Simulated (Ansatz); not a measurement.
input.yaml

```yaml
crystal:
  lattice:
    - [0.0, 3.2064870538, 3.2064870538]
    - [3.2064870538, 0.0, 3.2064870538]
    - [3.2064870538, 3.2064870538, 0.0]
  atoms:
    - { symbol: Sn, position: [0.0, 0.0, 0.0] }
    - { symbol: Te, position: [0.5, 0.5, 0.5] }
basis:
  ecutwfc: 420
kpoints:
  mp_grid: { grid: [10, 10, 10] }
  band_path: { path: [VBM, CBM], npoints: 2 }
hamiltonian:
  xc: pbe
scf:
  occupations: { method: gaussian, width: 0.01 }
output:
  forces: false
  stress: false
  eigenvalues: true
magnetization:
  noncollinear: true
  spin_orbit: true
checkpoint:
  read: start.run
  write: ck
  compress: false
  write_wavefunctions: false
  write_every: 100000
```

Command:
```bash
ansatz run input.yaml --threads 1 --pin off --max-ram 2560MiB --backend cpu --events-out ev --progress --plain --runs-dir out
```

Theory: DFT PBE, spin-orbit coupling, plane waves, PAW (Ansatz).

Part of what the program printed, abridged (iterations and final results):

```
SCF iter   1: F=—  HF=-13009.597952 eV  |F-HF|=—  |Δ(HF+E_count)|=         —  Δρ=6.99e-6  dr2=2.80e-8  dr2_m=0.00e0 (ungated) ethr=2.31e-7  |M|=0.00e0 ∫|m|=0.00e0 μB  |m|>n=0.0e0 m-floor=0.0e0 τ_xc=0.0e0  β_m=0.30  ⟨swp⟩=3.7  Hψ=7642  notcnv=0
SCF iter   2: F=-13009.597952 eV  HF=-13009.597952 eV  |F-HF|=8.49e-10  |Δ(HF+E_count)|=   4.85e-9  Δρ=3.94e-6  dr2=8.10e-9  dr2_m=0.00e0 (ungated) ethr=9.35e-11  |M|=0.00e0 ∫|m|=0.00e0 μB  |m|>n=0.0e0 m-floor=0.0e0 τ_xc=0.0e0  ⟨swp⟩=5.8  Hψ=3050  notcnv=0
SCF 1 converged in 2 iterations: F = -13009.597952 eV  dr2 = 8.10e-9
SCF converged after 2 iterations
Magnetization: |M| = 0.0000 μB, M = (+0.0000, +0.0000, +0.0000) μB
Absolute magnetization: 0.0000 μB (∫|m|)
  site 0: m = (+0.0000, +0.0000, +0.0000) μB, |m| = 0.0000 μB  (R = 1.32 Å)
  site 1: m = (+0.0000, +0.0000, +0.0000) μB, |m| = 0.0000 μB  (R = 1.32 Å)
Free energy (F): -13009.597952 eV
Harris-Foulkes:  -13009.597952 eV  (|F-HF|=8.49e-10)
Internal energy: -13009.597952 eV  (E = F + TS)
E sigma→0 (E₀):  -13009.597952 eV
Fermi energy:    8.887451 eV
--- Per-component energies (eV) ---
  E_band       = -372.867697
  E_kinetic    = 365.293088
  E_local      = -2233.919338  (includes V_loc(G=0)·N_el)
  E_nonlocal   = -342.451819
  E_hartree    = 1384.428627
  E_xc         = -507.589479
  E_vxc        = -200.382770  (∫ρ·V_xc dr)
  E_paw        = -8800.629691  (= ΣΔE_a)
  E_vpaw       = -730.258437  (= ΣTr[D̂ρ^β])
  E_aug_tail   = -0.000184  (compensation charges beyond the density's cutoff)
  E_ewald      = -2874.729156
  E_smearing   =  0.000000  (= −TS)
--- Band table (eV; the first three rows and the last of 47) ---
  k-point 0: bands = ["-28.8541", "-28.8541", "-28.8541", "-28.8541", "-27.3900", "-27.3900", "-27.3900", "-27.3900", "-27.3882", "-27.3882", "-13.5786", "-13.5786", "-13.5786", "-13.5786", "-12.5406", "-12.5406", "-12.5406", "-12.5406", "-12.5389", "-12.5389", "-3.5103", "-3.5103", "4.0426", "4.0426", "6.3385", "6.3385", "7.1627", "7.1627", "7.1627", "7.1627", "11.5728", "11.5728", "12.4086", "12.4086", "12.4086", "12.4086", "13.7595", "13.7595"]
  k-point 1: bands = ["-28.8541", "-28.8541", "-28.8541", "-28.8541", "-27.3900", "-27.3900", "-27.3900", "-27.3900", "-27.3881", "-27.3881", "-13.5787", "-13.5787", "-13.5784", "-13.5784", "-12.5410", "-12.5410", "-12.5404", "-12.5404", "-12.5386", "-12.5386", "-3.4324", "-3.4324", "3.6426", "3.6426", "6.4438", "6.4438", "7.1751", "7.1751", "7.3527", "7.3527", "11.2112", "11.2112", "11.9485", "11.9485", "11.9497", "11.9497", "13.7114", "13.7114"]
  k-point 2: bands = ["-28.8541", "-28.8541", "-28.8540", "-28.8540", "-27.3900", "-27.3900", "-27.3898", "-27.3898", "-27.3880", "-27.3880", "-13.5790", "-13.5790", "-13.5779", "-13.5779", "-12.5420", "-12.5420", "-12.5399", "-12.5399", "-12.5377", "-12.5377", "-3.2083", "-3.2083", "2.7922", "2.7922", "6.5803", "6.5803", "7.2200", "7.2200", "7.7754", "7.7754", "10.4763", "10.4763", "11.0919", "11.0919", "11.0998", "11.0998", "13.8533", "13.8533"]
  k-point 46: bands = ["-28.8538", "-28.8538", "-28.8537", "-28.8537", "-27.3898", "-27.3898", "-27.3897", "-27.3897", "-27.3875", "-27.3875", "-13.5785", "-13.5785", "-13.5773", "-13.5773", "-12.5444", "-12.5444", "-12.5398", "-12.5398", "-12.5335", "-12.5335", "-2.0332", "-2.0332", "1.7676", "1.7676", "4.1249", "4.1249", "4.6549", "4.6549", "7.6128", "7.6128", "10.2704", "10.2704", "12.8824", "12.8824", "13.9884", "13.9884", "14.2757", "14.2757"]
```

Self-consistency was reached.

The run took 32 s on 1 thread of Arm Neoverse V2, on a shared host, peak memory 0.52 GiB.

The run starts from the saved density of an earlier one, so iterations and time are fewer than from atoms.